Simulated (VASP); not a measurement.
# I (Fmmm) in VASP: notebook

One crystal, I, is run at these levels: r2SCAN50; tasks: single point.

Everything below comes from runs of VASP 6.6.1. Logs are shortened: lines on timing, memory, paths and dates and some standing lists are left out, and cuts for length are marked.

## 1. The structure

Symmetry: Fmmm, No. 69, orthorhombic system. The conventional cell has a = 4.384 Å, b = 4.731 Å, c = 7.820 Å, α = 90.00°, β = 90.00°, γ = 90.00°. I (site symmetry mmm) has 4 I at 3.23 Å as nearest neighbours.

## 2. Single point, r2SCAN50

File POSCAR:

```
I
1.0
    0.0000000000      2.3656004428      3.9098401324
    2.1922454667      0.0000000000      3.9098401324
    2.1922454667      2.3656004428      0.0000000000
I
1
Direct
    0.0000000000      0.0000000000      0.0000000000
```

File INCAR.step1:

```
ALGO     = Normal         # electronic algorithm
EDIFF    = 1E-5           # SCF threshold, eV
ENCUT    = 520            # plane-wave cutoff, eV
GGA      = PE             # functional
ISIF     = 2              # what is computed and relaxed
ISMEAR   = -1             # smearing method
LASPH    = T              # aspherical terms in the spheres
LCHARG   = F              # write CHGCAR
LREAL    = F              # projectors in reciprocal space
LWAVE    = T              # write WAVECAR
NBANDS   = 10             # bands
NELM     = 100            # most SCF steps
PREC     = Accurate       # precision mode
SIGMA    = 0.05           # smearing width, eV
```

File INCAR.step2:

```
AEXX     = 0.5            # exact-exchange fraction
ALGO     = Normal         # electronic algorithm
EDIFF    = 1E-6           # SCF threshold, eV
ENCUT    = 520            # plane-wave cutoff, eV
HFRCUT   = -1           
ISIF     = 2              # what is computed and relaxed
ISMEAR   = -1             # smearing method
ISTART   = 1            
LASPH    = T              # aspherical terms in the spheres
LCHARG   = F              # write CHGCAR
LHFCALC  = T              # exact exchange
LMIXTAU  = T            
LREAL    = F              # projectors in reciprocal space
LWAVE    = F              # write WAVECAR
METAGGA  = R2SCAN         # meta-GGA
NBANDS   = 10             # bands
NELM     = 100            # most SCF steps
PREC     = Accurate       # precision mode
PRECFOCK = Normal       
SIGMA    = 0.05           # smearing width, eV
```

File KPOINTS:

```
k-points
0
Gamma
  5 5 5
```

Potentials or basis: VASP PAW PBE potentials, release 64 (I).

Run with:

```bash
> cat potpaw_PBE.64/I/POTCAR > POTCAR
> cp INCAR.step1 INCAR
> mpirun -np 1 vasp_std > vasp.out
> cp INCAR.step2 INCAR
> mpirun -np 1 vasp_std > vasp.out
```

OUTCAR:

```text
AEXX = 0.5
   EDIFF = 1E-6
   ENCUT = 520
   ISIF = 2
   ISMEAR = -1
   ISTART = 1
   LASPH = T
   LHFCALC = T
   LREAL = F
   METAGGA = R2SCAN
   NELM = 100
   PREC = Accurate
   PRECFOCK = Normal

 ion  position               nearest neighbor table
   1  0.000  0.000  0.000-

  LATTYP: Found a face centered orthorhombic cell.
 ALAT       =     4.3844909334
 B/A-ratio  =     1.0790764441
 C/A-ratio  =     1.7834864717

  Lattice vectors:

 A1 = (   0.0000000000,   2.3656004428,   3.9098401324)
 A2 = (   2.1922454667,   0.0000000000,   3.9098401324)
 A3 = (   2.1922454667,   2.3656004428,   0.0000000000)

Analysis of symmetry for initial positions (statically):
=====================================================================
 Subroutine PRICEL returns:
 Original cell was already a primitive cell.

 Routine SETGRP: Setting up the symmetry group for a
 face centered orthorhombic supercell.

 Subroutine GETGRP returns: Found  8 space group operations
 (whereof  8 operations were pure point group operations)
 out of a pool of  8 trial point group operations.

The static configuration has the point symmetry D_2h.

Analysis of symmetry for dynamics (positions and initial velocities):
=====================================================================
 Subroutine PRICEL returns:
 Original cell was already a primitive cell.

 Routine SETGRP: Setting up the symmetry group for a
 face centered orthorhombic supercell.

 Subroutine GETGRP returns: Found  8 space group operations
 (whereof  8 operations were pure point group operations)
 out of a pool of  8 trial point group operations.

The dynamic configuration has the point symmetry D_2h.

 Subroutine INISYM returns: Found  8 space group operations
 (whereof  8 operations are pure point group operations),
 and found     1 'primitive' translations

----------------------------------------------------------------------------------------

                                     Primitive cell

  volume of cell :      40.5527

  direct lattice vectors                    reciprocal lattice vectors
     0.000000000  2.365600443  3.909840132    -0.228076649  0.211362828  0.127882467
     2.192245467  0.000000000  3.909840132     0.228076649 -0.211362828  0.127882467
[... 95 lines left out ...]
   NUPDOWN=      -1.0000    fix difference up-down
   EMIN   =  10.00;   EMAX   =-10.00  energy-range for DOS
   EFERMI =   0.00;   METHOD = LEGACY
   ISMEAR =    -1;   SIGMA  =   0.05  broadening in eV -4-tet -1-fermi 0-gaus
   EFERMI_NEDOS =   21; number of points for ismear=-14 and -15
   IALGO  =     38    algorithm
   IMIX   =      1    mixing-type and parameters
     AMIX     =   0.40;   BMIX     =  1.00
     AMIX_MAG =   1.60;   BMIX_MAG =  1.00
  volume/ion in A,a.u.               =      40.55       273.66
  Fermi-wavevector in a.u.,A,eV,Ry     =   0.911523  1.722529 11.304731  0.830874
  Thomas-Fermi vector in A             =   2.035812
   LORBIT       =      0    0 simple, 1 ext, 2 COOP (PROOUT), +10 PAW based schemes
   METAGGA = R2SCAN    functional components
   LHFCALC =     T    Hartree Fock is set to
   PRECFOCK=normal    Normal, Fast or Accurate (Low or Medium for compatibility)
   ENCUT4O =  -1.0   cutoff for four orbital integrals eV
   NKREDX  =     1    reduce k-point grid by
   NKREDY  =     1    reduce k-point grid by
   NKREDZ  =     1    reduce k-point grid by
   AEXX    =    0.5000 exact exchange contribution
   HFSCREEN=    0.0000 screening length (either q_TF or 0.3 A-1)
   HFSCREENC=   0.0000 screening length for correlation (either q_TF or 0.3 A-1)
   ENCUTFOCK=  -1.0 apply spherical cutoff to Coloumb kernel
   IVDW    =     0    specifies the selected vdW correction
   LEPSILON=     F    determine dielectric tensor
   LRPA    =     F    only Hartree local field effects (RPA)
 non-spin polarized calculation
  energy-cutoff  :      520.00
  volume of cell :       40.55
 maximum number of plane-waves:      1106
 NGX is ok and might be reduce to    36
  NGX = 28; NGY = 28; NGZ = 18

 number of electron       7.0000000 magnetization

 Free energy of the ion-electron system (eV)
  ---------------------------------------------------
  ext. energy  EPLUGINS =         0.00000000
  ---------------------------------------------------
  free energy    TOTEN  =       -14.60669162 eV

  energy without entropy =      -14.60230436  energy(sigma->0) =      -14.60449799

 E-fermi :   1.9227     XC(G=0):  -4.9938

 val. band max:        1.3970836917   @ k =  -0.2000   0.4000   0.2000
 cond. band min:       1.9352788818   @ k =  -0.4000   0.2000   0.2000
 fundamental gap:      0.5381951901
 Fermi energy:         1.9227153954

 k-point     1 :       0.0000    0.0000    0.0000
  band No.  band energies     occupation
      1     -15.0108      2.00000
      2      -1.0698      2.00000
      3       4.8675      0.00000
      4       5.3356      0.00000
      5       9.1969      0.00000
      6      12.5656      0.00000
      7      13.3374      0.00000
      8      17.6796      0.00000
      9      17.8398      0.00000
     10      17.9973      0.00000
[... 287 lines left out ...]
 k-point    24 :      -0.4000    0.2000    0.4000
  band No.  band energies     occupation
      1     -11.9893      2.00000
      2      -2.7390      2.00000
      3      -2.1663      2.00000
      4       0.2761      2.00000
      5       9.5721      0.00000
      6      11.8751      0.00000
      7      12.6781      0.00000
      8      15.7207      0.00000
      9      17.7202      0.00000
     10      22.4821      0.00000

 [... further k-points ...]

------------------------ aborting loop because EDIFF is reached ----------------------------------------

  FORCE on cell =-STRESS in cart. coord.  units (eV):
  Direction    XX          YY          ZZ          XY          YZ          ZX
  --------------------------------------------------------------------------------------
  -------------------------------------------------------------------------------------
  Total       -1.1985851     -0.9689505     -0.0391218     -0.0000000      0.0000000      0.0000000
  in kB      -47.3543496    -38.2818216     -1.5456447     -0.0000000      0.0000000      0.0000000
  external PRESSURE =     -29.0606053 kB  Pullay stress =       0.0000000 kB

 VOLUME and BASIS-vectors are now :
 -----------------------------------------------------------------------------
  energy-cutoff  :      520.00
  volume of cell :       40.55
      direct lattice vectors                 reciprocal lattice vectors
     0.000000000  2.365600443  3.909840132    -0.228076649  0.211362828  0.127882467
     2.192245467  0.000000000  3.909840132     0.228076649 -0.211362828  0.127882467
     2.192245467  2.365600443  0.000000000     0.228076649  0.211362828 -0.127882467

 POSITION                                       TOTAL-FORCE (eV/Angst)
 -----------------------------------------------------------------------------------
      0.00000      0.00000      0.00000        -0.000000      0.000000      0.000000
 -----------------------------------------------------------------------------------
    total drift:                                0.000000     -0.000000     -0.000000

  FREE ENERGIE OF THE ION-ELECTRON SYSTEM (eV)
  ---------------------------------------------------
  free  energy   TOTEN  =       -14.6066916199 eV

  energy  without entropy=      -14.6023043588  energy(sigma->0) =      -14.60449799
```

OSZICAR.step1:

```text
N       E                     dE             d eps       ncg     rms          rms(c)
DAV:   1     0.204004185842E+02    0.20400E+02   -0.24332E+03   540   0.491E+02
DAV:   2    -0.578112003752E+00   -0.20979E+02   -0.20500E+02   684   0.848E+01
DAV:   3    -0.143628059076E+01   -0.85817E+00   -0.84679E+00   666   0.173E+01
DAV:   4    -0.144373536348E+01   -0.74548E-02   -0.74536E-02   684   0.195E+00
DAV:   5    -0.144385234369E+01   -0.11698E-03   -0.11698E-03   694   0.224E-01    0.513E+00
DAV:   6    -0.142404415058E+01    0.19808E-01   -0.17250E-02   580   0.615E-01    0.321E+00
DAV:   7    -0.142025094108E+01    0.37932E-02   -0.28684E-02   574   0.823E-01    0.275E-01
DAV:   8    -0.142018538944E+01    0.65552E-04   -0.80390E-03   562   0.432E-01    0.173E-01
DAV:   9    -0.141932470310E+01    0.86069E-03   -0.12591E-03   574   0.172E-01    0.266E-02
DAV:  10    -0.141932240999E+01    0.22931E-05   -0.88134E-05   668   0.522E-02
   1 F= -.14193224E+01 E0= -.14121181E+01  d E =-.144086E-01
```

Run time: 9.4 min. Hardware: 1 thread of Intel Xeon Platinum 8488C (Sapphire Rapids), shared host; peak memory 0.18 GiB.

Results:

```yaml
Free_energy: -14.6067 eV
Pressure: -2.9 GPa
Band_gap_on_the_k_mesh: none (metal or under the smearing width)
```

Caveat: the k mesh is coarse (spacing up to 0.42 Å⁻¹), so the values aren't converged, least of all with exact exchange; the PAW data sets were made with another functional, which shifts forces and pressure a little; an odd number of electrons without spin polarisation forces a metal; a magnetic or distorted state may lie lower. The run has no spin-orbit coupling, so splittings on I are missing.

## 3. Single point, r2SCAN50

This run uses another cell than the first one, of 42.17 Å³/atom, 1.040 times its volume.

File POSCAR:

```
I
1.0
    0.0000000000      2.3967303343      3.9612912976
    2.2210941101      0.0000000000      3.9612912976
    2.2210941101      2.3967303343      0.0000000000
I
1
Direct
    0.0000000000      0.0000000000      0.0000000000
```

File INCAR.step1:

```
PREC = Accurate
ENCUT = 520
EDIFF = 1E-5
ISMEAR = -1
SIGMA = 0.05
LREAL = F
LASPH = T
NELM = 100
ALGO = Normal
ISIF = 2
LWAVE = T
LCHARG = F
GGA = PE
NBANDS = 10
```

File INCAR.step2:

```
PREC = Accurate
ENCUT = 520
EDIFF = 1E-6
ISMEAR = -1
SIGMA = 0.05
LREAL = F
LASPH = T
NELM = 100
ALGO = Normal
ISIF = 2
LWAVE = F
LCHARG = F
METAGGA = R2SCAN
LHFCALC = T
AEXX = 0.5
LMIXTAU = T
PRECFOCK = Normal
HFRCUT = -1
ISTART = 1
NBANDS = 10
```

File KPOINTS:

```
regular mesh
0
Gamma
  5 5 5
```

Potentials or basis: VASP PAW PBE potentials, release 64 (I).

Run with:

```bash
> cat potpaw_PBE.64/I/POTCAR > POTCAR
> cp INCAR.step1 INCAR
> mpirun -np 1 vasp_std > vasp.out
> cp INCAR.step2 INCAR
> mpirun -np 1 vasp_std > vasp.out
```

OUTCAR:

```text
PREC = Accurate
   ENCUT = 520
   EDIFF = 1E-6
   ISMEAR = -1
   LREAL = F
   LASPH = T
   NELM = 100
   ISIF = 2
   METAGGA = R2SCAN
   LHFCALC = T
   AEXX = 0.5
   PRECFOCK = Normal
   ISTART = 1

 ion  position               nearest neighbor table
   1  0.000  0.000  0.000-

  LATTYP: Found a face centered orthorhombic cell.
 ALAT       =     4.4421882202
 B/A-ratio  =     1.0790764441
 C/A-ratio  =     1.7834864716

  Lattice vectors:
[... 501 lines left out ...]
      8      15.2402      0.00000
      9      17.1904      0.00000
     10      21.7926      0.00000

 [... further k-points ...]

------------------------ aborting loop because EDIFF is reached ----------------------------------------

  FORCE on cell =-STRESS in cart. coord.  units (eV):
  Direction    XX          YY          ZZ          XY          YZ          ZX
  --------------------------------------------------------------------------------------
  -------------------------------------------------------------------------------------
  Total       -1.5138508     -1.3623272     -0.0716903     -0.0000000      0.0000000      0.0000000
  in kB      -57.5096525    -51.7534238     -2.7234415     -0.0000000      0.0000000      0.0000000
  external PRESSURE =     -37.3288392 kB  Pullay stress =       0.0000000 kB

 VOLUME and BASIS-vectors are now :
 -----------------------------------------------------------------------------
  energy-cutoff  :      520.00
  volume of cell :       42.17
      direct lattice vectors                 reciprocal lattice vectors
     0.000000000  2.396730334  3.961291298    -0.225114279  0.208617546  0.126221467
     2.221094110  0.000000000  3.961291298     0.225114279 -0.208617546  0.126221467
     2.221094110  2.396730334  0.000000000     0.225114279  0.208617546 -0.126221467

 POSITION                                       TOTAL-FORCE (eV/Angst)
 -----------------------------------------------------------------------------------
      0.00000      0.00000      0.00000         0.000000      0.000000      0.000000
 -----------------------------------------------------------------------------------
    total drift:                                0.000000     -0.000000     -0.000000

  FREE ENERGIE OF THE ION-ELECTRON SYSTEM (eV)
  ---------------------------------------------------
  free  energy   TOTEN  =       -14.5755616302 eV

  energy  without entropy=      -14.5711741162  energy(sigma->0) =      -14.57336787
```

OUTCAR.step1:

```text
PREC = Accurate
   ENCUT = 520
   EDIFF = 1E-5
   ISMEAR = -1
   LREAL = F
[... 531 lines left out ...]

 POSITION                                       TOTAL-FORCE (eV/Angst)
 -----------------------------------------------------------------------------------
      0.00000      0.00000      0.00000        -0.000000      0.000000     -0.000000
 -----------------------------------------------------------------------------------
    total drift:                                0.000000      0.000000      0.000000

  FREE ENERGIE OF THE ION-ELECTRON SYSTEM (eV)
  ---------------------------------------------------
  free  energy   TOTEN  =        -1.4184506071 eV

  energy  without entropy=       -1.4029804357  energy(sigma->0) =       -1.41071552
```

Run time: 11 min. Hardware: 1 thread of Intel Xeon Platinum 8488C (Sapphire Rapids), shared host; peak memory 0.19 GiB.

Results:

```
Free energy            : -14.5756 eV
Pressure               : -3.7 GPa
Band gap on the k mesh : none (metal or under the smearing width)
```

Stress tensor (GPa, compression positive):
```
-5.75  0.00  0.00
 0.00 -5.18  0.00
 0.00  0.00 -0.27
```

Caveat: the k mesh is coarse (spacing up to 0.42 Å⁻¹), so the values aren't converged, least of all with exact exchange; the PAW data sets were made with another functional, which shifts forces and pressure a little; an odd number of electrons without spin polarisation forces a metal; a magnetic or distorted state may lie lower. The run has no spin-orbit coupling, so splittings on I are missing.
